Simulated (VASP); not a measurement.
Here is a VASP 6.6.1 calculation.

Contents of INCAR:

```
SYSTEM = W
  ALGO = Normal
  EDIFF = 1E-6
  ENCUT = 520
  GGA = PE
  GGA_COMPAT = .FALSE.
  ISIF = 2
  ISMEAR = -1
  IVDW = 21
  LASPH = .TRUE.
  LCHARG = .FALSE.
  LMAXMIX = 4
  LORBIT = 11
  LREAL = .FALSE.
  LSORBIT = .TRUE.
  LWAVE = .FALSE.
  MAGMOM = 0 0 0
  NBANDS = 25
  NELM = 100
  PREC = Accurate
  SIGMA = 0.05
```

The input KPOINTS:

```
k-points
0
G
  9 9 9
  0 0 0
```

The input POSCAR:

```
W
2.7407
   -0.577350676834      0.577350676834      0.577350676834
    0.577350676834     -0.577350676834      0.577350676834
    0.577350676834      0.577350676834     -0.577350676834
W
1
Direct
    0.0000000000      0.0000000000      0.0000000000
```

File KPOINTS_OPT:

```
path GHNGPH,PN
20
line-mode
reciprocal
 0.0000000000  0.0000000000  0.0000000000  G
 0.5000000000 -0.5000000000  0.5000000000  H

 0.5000000000 -0.5000000000  0.5000000000  H
 0.0000000000  0.0000000000  0.5000000000  N

 0.0000000000  0.0000000000  0.5000000000  N
 0.0000000000  0.0000000000  0.0000000000  G

 0.0000000000  0.0000000000  0.0000000000  G
 0.2500000000  0.2500000000  0.2500000000  P

 0.2500000000  0.2500000000  0.2500000000  P
 0.5000000000 -0.5000000000  0.5000000000  H

 0.2500000000  0.2500000000  0.2500000000  P
 0.0000000000  0.0000000000  0.5000000000  N
```

Potentials or basis: VASP PAW PBE potentials, release 64 (W_sv).

The run is started by

```sh
$ cat potpaw_PBE.64/W_sv/POTCAR > POTCAR
$ mpirun -np 1 vasp_ncl > vasp.out
```

Task: Predict the dispersion energy per atom.

Result: -1.125 eV.

Task: What does it give for the pressure?

Result: -9.2 GPa.
